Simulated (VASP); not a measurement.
The system is SiSe2.

```xyz
6
Lattice="-2.9990 4.8345 2.9255 2.9990 -4.8345 2.9255 2.9990 4.8345 -2.9255" Properties=species:S:1:pos:R:3 pbc="T T T"
Si    0.0000    0.0000    4.3883
Si    0.0000    0.0000    1.4627
Se    1.2694    1.1933    0.0000
Se    1.7296    3.6412    2.9255
Se    1.7296    6.0278    0.0000
Se    1.2694   -1.1933    2.9255
```

```yaml
Program: VASP 6.6.1
Task: relaxation of cell and atoms
Functional: LDA
Potentials_or_basis: VASP PAW LDA potentials, release 64 (Si, Se)
Cutoff: 600 eV
k_mesh: 8 × 8 × 8
Occupations: gaussian, width 0.03 eV
Spin: no spin polarisation
```

At the start: pressure -0.3 GPa; volume 28.28 Å³/atom.

Task: Where does the relaxation end?

Result: Over 42 steps the energy falls by 9.1 meV/atom and the volume is 25.93 Å³/atom (-8.3 %); space group Ibam (No. 72, to 0.05 Å).

Step by step:
```
step  energy change (eV)  largest force (eV/Å)  pressure (GPa)  volume (Å³)
   1              0.0000                0.1850           -0.28       169.66
   3             -0.0196                0.0231           -0.36       165.30
   5             -0.0350                0.2213            0.71       158.88
   7             -0.0452                0.1227            0.41       156.92
   9             -0.0478                0.0531            0.20       155.33
  11             -0.0484                0.0281            0.09       155.56
  13             -0.0490                0.0174           -0.06       156.09
  15             -0.0495                0.0131            0.08       156.05
  17             -0.0504                0.0218           -0.08       156.48
  19             -0.0505                0.0380           -0.16       156.69
  21             -0.0513                0.0330           -0.01       156.49
  23             -0.0515                0.0375           -0.01       156.46
  25             -0.0520                0.0308           -0.10       156.38
  27             -0.0526                0.0656            0.19       155.15
  29             -0.0529                0.0475            0.10       155.36
  31             -0.0534                0.0392           -0.08       154.72
  33             -0.0536                0.0211            0.00       154.86
  35             -0.0539                0.0181            0.06       154.74
  37             -0.0542                0.0277           -0.01       154.98
  39             -0.0544                0.0068            0.06       155.22
  41             -0.0545                0.0172           -0.01       155.46
  42             -0.0545                0.0081            0.00       155.56
```

Final structure:
```
Si Se
1.0
    -3.03346    4.41206    2.90584
     3.03346   -4.41206    2.90584
     3.03346    4.41206   -2.90584
Si Se
2 4
Cartesian
  0.0000 0.0000 4.3588
  0.0000 0.0000 1.4529
  1.3106 1.1717 0.0000
  1.7228 3.2404 2.9058
  1.7228 5.5837 0.0000
  1.3107 -1.1716 2.9058
```
